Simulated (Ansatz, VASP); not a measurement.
**Hf: VASP beside Ansatz**

```
CELL_PARAMETERS angstrom
0.00000 2.97606 4.68445
1.71819 0.00000 4.68445
1.71819 2.97606 0.00000
ATOMIC_POSITIONS crystal
Hf 0.16667 0.83333 0.16667
Hf 0.83333 0.16667 0.83333
```

Alike in both runs: task relaxation of cell and atoms; functional PBE; k mesh 6 × 6 × 6; occupations gaussian, width 0.1 eV; no spin polarisation.

|  | VASP | Ansatz |
| --- | --- | --- |
| version | VASP 6.6.1 | Ansatz 0.2.0 |
| potentials or method | VASP PAW PBE potentials, release 64 (Hf_pv) | scalar-relativistic, plane waves, PAW |
| plane-wave cutoff (eV) | 600 | 420 |
| valence electrons in the cell | 20 | 52 |

VASP gave:

| Item | Value |
| --- | --- |
| gap on the k mesh at the Fermi level, each at its own relaxed structure (eV) | none |
| relaxed volume (Å³/atom) | 24.68 |
| relaxed cell length with the largest relative difference (Å) | 5.709 |
| energy change over the relaxation (meV/atom) | -8419 |

**Question.** Estimate Ansatz's values.

**Answer.** gap on the k mesh at the Fermi level, each at its own relaxed structure (eV): none; relaxed volume (Å³/atom): 23.09; relaxed cell length with the largest relative difference (Å): 6.034; energy change over the relaxation (meV/atom): -8648.

A gap of «none» marks a metal or a gap that the smearing closes. One of these differences is far larger than is usual between the two programs; its cause wasn't traced. The two sets of potentials don't hold the same shells in valence.

Caveats: the k mesh is coarse (spacing up to 0.37 Å⁻¹), so the values aren't converged. The runs have no spin-orbit coupling, so splittings on Hf are missing.
